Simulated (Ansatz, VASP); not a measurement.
**SiNi2 in VASP and in Ansatz**

```
Si Ni
1.0
     3.96691    0.00000    0.00000
    -1.98345    3.43544    0.00000
     0.00000    0.00000    2.48250
Si Ni
1 2
Cartesian
  0.0000 0.0000 0.0000
  0.0000 2.2903 1.2412
  1.9835 1.1451 1.2412
```

Alike in both runs: functional PBE; k mesh 12 × 12 × 18; occupations gaussian, width 0.1 eV; no spin polarisation.

Ansatz relaxed the structure, and its values are those at the end. VASP's run is a single point on that final structure, the one shown.

|  | VASP | Ansatz |
| --- | --- | --- |
| version | VASP 6.6.1 | Ansatz 0.2.0 |
| potentials or method | VASP PAW PBE potentials, release 64 (Si, Ni) | scalar-relativistic, plane waves, PAW |
| plane-wave cutoff (eV) | 520 | 420 |
| valence electrons in the cell | 24 | 40 |

|  | VASP | Ansatz | Ansatz less VASP |
| --- | --- | --- | --- |
| gap on the k mesh at the Fermi level (eV) | none | none | - |
| pressure (GPa) | -0.1 | 0.0 | +0.07 |

A gap of «none» marks a metal or a gap that the smearing closes. The functional is the same, so the differences come from potentials, cutoffs and numerics. The two sets of potentials don't hold the same shells in valence.

Spin polarisation is off, so any magnetic state and its effect on volume and gap are missing.
